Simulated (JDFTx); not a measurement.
Input of a JDFTx 1.7.0 (patched build) run:

File AlN.in:

```
lattice Hexagonal 5.8827174260 9.4127258268
coords-type Lattice
ion Al     0.6666666667     0.3333333333     0.5000000000 1
ion Al     0.3333333333     0.6666666667     0.0000000000 1
ion N      0.6666666667     0.3333333333     0.8800000000 1
ion N      0.3333333333     0.6666666667     0.3800000000 1

ion-species pseudo/Al.upf
ion-species pseudo/N.upf
elec-cutoff 42 336
elec-ex-corr gga-PBEsol
kpoint-folding 10 10 6
elec-smearing Fermi 0.0018374661
elec-n-bands 14
electronic-SCF nIterations 100 energyDiffThreshold 1e-09
electronic-minimize nIterations 30 energyDiffThreshold 1e-7
converge-empty-states yes
forces-output-coords Cartesian

dump-name run.$VAR
dump End Ecomponents EigStats BandEigs Kpoints Forces Stress ElecDensity
```

Potentials or basis: PseudoDojo-SR-PBEsol-0.4.1-standard.

Command:

```sh
$ jdftx -c 1 -i AlN.in -o AlN.out
```

(1) What does it give for the largest force?

(2) Estimate the pressure.

(3) What does it give for the Loewdin charges?

## Answers

(1) 0.132 eV/Å.

(2) 0.1 GPa.

(3) Al +1.06; N -1.00 e.

Caveat: the empty levels aren't tightly converged.

**What was measured.**

“Structural and optical properties of self-assembled AlN nanowires grown on SiO2/Si substrates by molecular beam epitaxy”, 2024, arxiv:2402.00216 quotes, for a bulk crystal of AlN at 0 K: band gap 6.0343 eV (an exciton energy, a little under the gap).

Measured gap of AlN: 6.0343 eV (an exciton energy, a little under the gap; 0 K; quoted in “Structural and optical properties of self-assembled AlN nanowires grown on SiO2/Si substrates by molecular beam epitaxy”, 2024, arxiv:2402.00216). This calculation gives 4.14 eV (-1.90 eV). 2 values of this kind are on record (6.034 to 6.0343 eV); this one was drawn at random. The value is that of PBEsol on a finite k mesh, which can miss the band edges, without temperature or zero-point motion. Semilocal functionals fall short of measured gaps as a rule.
